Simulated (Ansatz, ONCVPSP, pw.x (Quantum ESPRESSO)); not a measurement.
**arsenic (As): one change to the ONCV potential, in the atom and in the fcc crystal**

As, optimised norm-conserving Vanderbilt (ONCV), made with ONCVPSP 4.0.1 (PBE, scalar-relativistic). Core [Ar] 3d10, reference 4s2 4p3. Waves: 4s: rc 1.45 bohr, ncon 4, nbas 8, qcut 3.8 1/bohr, 2 projectors, debl 2.3 Ha; 4p: rc 2.20 bohr, ncon 3, nbas 8, qcut 3.5 1/bohr, 2 projectors, debl 0.9 Ha. Local part: polynomial inside 1.30 bohr (lpopt 5, dvloc0 0 Ha). Core correction: Teter function, fcfact 2.75, rcfact 1.15.

Change: all radii but the core radius scaled by about 1.07 (s 1.56, p 2.36 bohr); local potential polynomial inside 1.40 bohr (lpopt 5, dvloc0 0 Ha).

Cutoffs, loose and tight: the cutoffs (Ha) at which the residual kinetic energy of the hardest occupied pseudo-wave falls to 1 and 0.1 mHa per electron. They do not see the model core or the augmentation charge, which bear on the density cutoff. Test errors are all-electron minus pseudo excitation energies from the reference, over the configurations 4s2 4p2; 4s2 4p1; 4s2 4p0; 4s0 4p5; variants that change the core or the reference have their own tests.

Crystal test: fcc As in pw.x 7.5, no spin, 13³ k-points, Fermi–Dirac smearing 0.01 Ry, cutoffs set for each file from its atomic test. The reference is all-electron LAPW (Ansatz 0.2.0) with the same functional, mesh and smearing; V0 and B0 come from Birch–Murnaghan fits to the pressures at five volumes. Errors are pseudo minus all-electron; Δ is the rms difference of the E(V) curves that follow from these fits, minima aligned, over ±6 % about the mean V0. Mesh and smearing are coarse, so the numbers serve the comparison and aren't converged zero-temperature values; the lattice is a test structure that the element need not adopt.

All-electron: a0 = 4.263 Å (V0 = 19.37 Å³/atom), B0 = 77.8 GPa.

Q: Does the change bring the crystal closer to the all-electron result?

A: The mean pressure error goes from -16.35 to -15.13 GPa, a small move against the size of the error. Neither pressure curve crosses zero within the volumes sampled, so no fits are given.

```csv
quantity,base,changed
outcome (atom),generated,generated
"cutoff, loose (atom)",18 Ha,20 Ha
"cutoff, tight (atom)",63 Ha,63 Ha
bound ghosts (atom),none,none
largest test error (meV) (atom),-104,-130
cutoffs in pw.x (Ry),145/580,150/600
mean pressure error (GPa),-16.35,-15.13
```

Base: This is a poor potential for the solid. Changed file: This is a poor potential for the solid.
